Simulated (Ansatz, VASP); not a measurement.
## One calculation of Sb, two programs

The input INCAR:

```
SYSTEM = Sb
PREC     = Accurate       ! precision mode
ENCUT    = 520            ! plane-wave cutoff, eV
EDIFF    = 1E-7           ! SCF threshold, eV
ISMEAR   = -1             ! smearing method
SIGMA    = 0.05           ! smearing width, eV
LREAL    = .FALSE.        ! projectors in reciprocal space
LASPH    = .TRUE.         ! aspherical terms in the spheres
NELM     = 80             ! most SCF steps
ALGO     = Normal         ! electronic algorithm
ISIF     = 2              ! what is computed and relaxed
LWAVE    = .FALSE.        ! write WAVECAR
LCHARG   = .FALSE.        ! write CHGCAR
GGA      = PS             ! functional
NBANDS   = 8              ! bands
```

Contents of KPOINTS:

```
Automatic mesh
0
G
  8 8 8
  0 0 0
```

The input POSCAR:

```
Sb
1.0
    3.1387913073      0.0000000000      0.0000000000
    0.0000000000      3.1387913073      0.0000000000
    0.0000000000      0.0000000000      3.1387913073
Sb
1
Direct
    0.0000000000      0.0000000000      0.0000000000
```

The input input.yaml:

```yaml
crystal:
  lattice:
    - [3.1387913073, 0.0, 0.0]
    - [0.0, 3.1387913073, 0.0]
    - [0.0, 0.0, 3.1387913073]
  atoms:
    - { symbol: Sb, position: [0.0, 0.0, 0.0] }
hamiltonian:
  xc: pbesol
  pseudopotentials: { kind: paw }
kpoints:
  mp_grid: { grid: [8, 8, 8] }
scf:
  occupations: { method: fermi_dirac, width: 0.05 }
output:
  forces: true
  stress: true
  eigenvalues: true
  write_density: true
  write_potential: true
  elf: true
  volumetric_format: npy
```

Change from the starting cell: volume scaled by 0.98.

Alike in both runs: task single point; functional PBEsol; k mesh 8 × 8 × 8; occupations fermi-dirac, width 0.05 eV; no spin polarisation.

|  | VASP | Ansatz |
| --- | --- | --- |
| version | VASP 6.6.1 | Ansatz 0.2.0 |
| potentials or method | VASP PAW PBE potentials, release 64 (Sb) | Ansatz PAW |
| plane-wave cutoff (eV) | 520 | 420 |
| valence electrons in the cell | 5 | 15 |

|  | VASP | Ansatz | Ansatz less VASP |
| --- | --- | --- | --- |
| gap on the k mesh at the Fermi level (eV) | none | none | - |
| pressure (GPa) | -3.7 | -3.8 | -0.06 |

A gap of «none» marks a metal or a gap that the smearing closes. The functional is the same, so the differences come from potentials, cutoffs and numerics. The two sets of potentials don't hold the same shells in valence.

Caveats: the PAW data sets were made with another functional, which shifts forces and pressure a little (VASP); the PAW data sets come from PBE, with cores solved anew for the run's functional, which leaves a small shift of forces and pressure (Ansatz). The runs have no spin-orbit coupling, so splittings on Sb are missing.
